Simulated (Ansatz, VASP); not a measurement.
CaO in VASP and in Ansatz

```
Ca O
1.0
     0.00000    2.41542    2.41542
     2.41542    0.00000    2.41542
     2.41542    2.41542    0.00000
Ca O
1 1
Direct
  0.50000 0.50000 0.50000
  0.95860 0.04140 0.04140
```

Alike in both runs: task single point; functional PBE; k mesh 12 × 12 × 12; occupations gaussian, width 0.05 eV; no spin polarisation.

```csv
,VASP,Ansatz
version,VASP 6.6.1,Ansatz 0.2.0
potentials or method,"VASP PAW PBE potentials, release 64 (Ca_sv, O)","scalar-relativistic, plane waves, PAW"
plane-wave cutoff (eV),520,420
valence electrons in the cell,16,16
```

|  | VASP | Ansatz | Ansatz less VASP |
| --- | --- | --- | --- |
| gap on the k mesh at the Fermi level (eV) | 3.77 | 3.79 | +0.018 |
| least direct gap on the mesh (eV) | 4.05 | 4.07 | +0.017 |
| pressure (GPa) | 2.2 | 1.6 | -0.60 |
| largest component of the traceless stress (GPa) | 3.99 | 3.82 | -0.165 |
| rms of the force components (eV/Å) | 0.427 | 0.408 | -0.0192 |

Atom by atom the forces differ by 0.019 eV/Å (rms over components).

A k mesh can miss the band edges.
